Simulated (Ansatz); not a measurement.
Write a Python script for the Python package of Ansatz (0.2.0) that makes a G0W0 quasiparticle calculation of BaO, space group Fm-3m. Use: PBE, norm-conserving potentials, the default cutoff (1240 eV here), 4×4×4 k-points, fixed occupations.

```yaml
crystal:
  lattice:
    - [0.00000, 2.75000, 2.75000]
    - [2.75000, 0.00000, 2.75000]
    - [2.75000, 2.75000, 0.00000]
  atoms:
    - { symbol: Ba, position: [0.00000, 0.00000, 0.00000] }
    - { symbol: O, position: [0.50000, 0.50000, 0.50000] }
```

Script `bao.py`:
```python
"""Quasiparticle gap of BaO by G0W0."""

import ansatz

FUNCTIONAL = "pbe"
SCF_TOL = 1e-06
FILLING = "fixed"

structure = (
    ansatz.Lattice.fcc(5.5)
    .space_group(225)
    .atom("Ba", [0.0, 0.0, 0.0])
    .atom("O", [0.5, 0.0, 0.0])
    .primitive()
)

setup = (
    structure.calculation()
    .functional(FUNCTIONAL)
    .pseudopotentials("nc")
    .kpoints(4)
    .mixing("anderson")
    .scf(tolerance=SCF_TOL)
    .occupations(FILLING)
    .gw(empty_bands=60, screening_cutoff=80, quasiparticle_bands=("v1", "c1"))
)
events = []
out = setup.session().plan().execute(on_event=events.append, runs_dir="gw_run")
gw = next(e["data"] for e in events if e["event"] == "gw_qp")
top = gw["frontier_bands"]["highest_filled_band"]
print(" k band    E_KS   Sigma_x  Sigma_c     Vxc      Z    E_QP (eV)")
for qp in gw["qp"]:
    print(f"{qp['ik']:2d} {qp['band']:4d} {qp['eps_ks_ev']:7.3f} {qp['sigma_x_ev']:9.3f} {qp['sigma_c_at_ks_ev']:8.3f} {qp['vxc_ev']:8.3f} {qp['z']:6.3f} {qp['e_qp_ev']:8.3f}")
for key, label in (("eps_ks_ev", "Kohn-Sham"), ("e_qp_ev", "G0W0")):
    filled = max(qp[key] for qp in gw["qp"] if qp["band"] <= top)
    empty = min(qp[key] for qp in gw["qp"] if qp["band"] > top)
    print(f"{label} gap on the mesh: {empty - filled:.3f} eV")
print("static dielectric eigenvalues (RPA, this mesh):", [round(e, 3) for e in gw["screening"][0]["eps_tensor_eigenvalues"]])
```

Output of `python bao.py`:
```text
DeckWarning: basis.ecutwfc = 1240 eV, auto-derived from the records' recommended cutoffs: set by O (normal level)
 k band    E_KS   Sigma_x  Sigma_c     Vxc      Z    E_QP (eV)
 0    8   8.439   -24.432    4.554  -19.300  0.766    7.997
 0    9  12.636    -6.630   -3.750  -11.007  0.843   13.163
 1    8   7.858   -23.406    4.486  -18.171  0.768    7.285
 1    9  13.323    -7.322   -3.648  -12.116  0.829   14.268
 2    8   7.379   -22.823    4.506  -17.435  0.767    6.706
 2    9  13.933    -9.747   -3.250  -14.369  0.812   15.040
 3    8   8.487   -24.373    4.474  -19.314  0.769    8.040
 3    9  11.885    -5.303   -3.795   -9.883  0.843   12.544
 4    8   8.151   -23.798    4.341  -18.757  0.772    7.613
 4    9  12.519    -6.531   -3.645  -11.123  0.835   13.307
 5    8   8.503   -24.068    4.313  -19.141  0.773    8.029
 5    9  13.587    -6.869   -3.829  -11.838  0.830   14.528
 6    8   8.951   -25.070    4.342  -20.232  0.773    8.568
 6    9  10.917    -5.162   -3.653   -9.454  0.845   11.456
 7    8   8.717   -24.494    4.304  -19.630  0.773    8.286
 7    9  13.473    -6.570   -3.863  -11.528  0.833   14.379
Kohn-Sham gap on the mesh: 1.966 eV
G0W0 gap on the mesh: 2.888 eV
static dielectric eigenvalues (RPA, this mesh): [4.12, 4.12, 4.12]
```
(Warnings from the package without file and line.)

The settings weren't tested for convergence. The k-point mesh is coarse, and energy and stress weren't tested for convergence. The structure is a deposited one; some such entries were measured under pressure or heat, so a shift against it needn't be the functional's error alone. Mesh, empty bands and screening cutoff are small, so the quasiparticle gap isn't converged, and it is read on the mesh points alone. Spin-orbit coupling is left out, which matters for heavy elements. It ran for 14 s on 1 thread of Arm Neoverse V2, with other jobs on the host, peak memory 0.38 GiB.

(Lines on the test bed's own set-up are left out of the output.)
